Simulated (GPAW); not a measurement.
Runs of GPAW 26.7.0 on NbAs. The structure is tetragonal, space group I4_1md (No. 109). The conventional cell has a = 3.452 Å, b = 3.452 Å, c = 11.680 Å, α = 90.00°, β = 90.00°, γ = 90.00°. Nb (site symmetry 2mm) has 6 As at 2.60 to 2.63 Å as nearest neighbours. As (site symmetry 2mm) has 6 Nb at 2.60 to 2.63 Å as nearest neighbours. 

```csv
task,level,potentials or basis,k mesh,cutoff (eV),ranks,maxiter,band path,band points,convergence,mesh quality,gap on the mesh (eV),pressure (GPa),V0 of scaled cells (Å³/atom),B0 (GPa),largest force (eV/Å)
equation of state,PBE,"GPAW PAW data sets (gpaw-data 1.2.1), pw",7 × 7 × 7,600,4,150,-,-,-,coarse,-,-,17.71,164,-
band structure,PBEsol,"PAW data sets generated in the run's folder for this functional, pw",7 × 7 × 7,600,-,150,"GXYSGZS1NPY1Z,XP",80,-,coarse,-,(c),-,-,0.29
single point,PBE,"GPAW PAW data sets (gpaw-data 1.2.1), pw",6 × 6 × 6,500,-,120,-,-,default,coarse,0.04,3.1,-,-,0.29
single point,PBE,"GPAW PAW data sets (gpaw-data 1.2.1), pw",8 × 8 × 8,500,-,120,-,-,default,not flagged,none,3.0,-,-,(a)
equation of state,PBEsol,"PAW data sets generated in the run's folder for this functional, pw",11 × 11 × 11,600,4,150,-,-,-,not flagged,-,-,17.14,180,-
band structure,LDA,"the program's PAW data sets (release 1.2.1) made for this functional, pw",7 × 7 × 7,600,-,150,"GXYSGZS1NPY1Z,XP",80,-,coarse,-,(b),-,-,0.28
single point,PBEsol,"PAW data sets generated in the run's folder for this functional, pw",11 × 11 × 11,600,-,150,-,-,-,not flagged,none,-2.6,-,-,0.29
equation of state,LDA,"the program's PAW data sets (release 1.2.1) made for this functional, pw",7 × 7 × 7,600,4,150,-,-,-,coarse,-,-,16.82,(d),-
```

Alike in all rows: no spin polarisation; cell as given; smearing fermi-dirac 0.05 eV.

Task: Fill in the values left out.

Result: (a) 0.30; (b) -5.9; (c) -2.5; (d) 188.

Caveats: some runs use coarse meshes; the cell was scaled at fixed shape and fractional positions, which overstates the stiffness of a crystal with free parameters, most of all of layers and chains (some runs); the cutoff is short for stress and forces, so pressures can be off by a GPa or more (some runs).

A k mesh can miss the band edges, and the runs leave out spin-orbit coupling on As, Nb.

A gap of «none» marks a metal or a gap under the smearing width.

Not every run made on this cell is shown here.
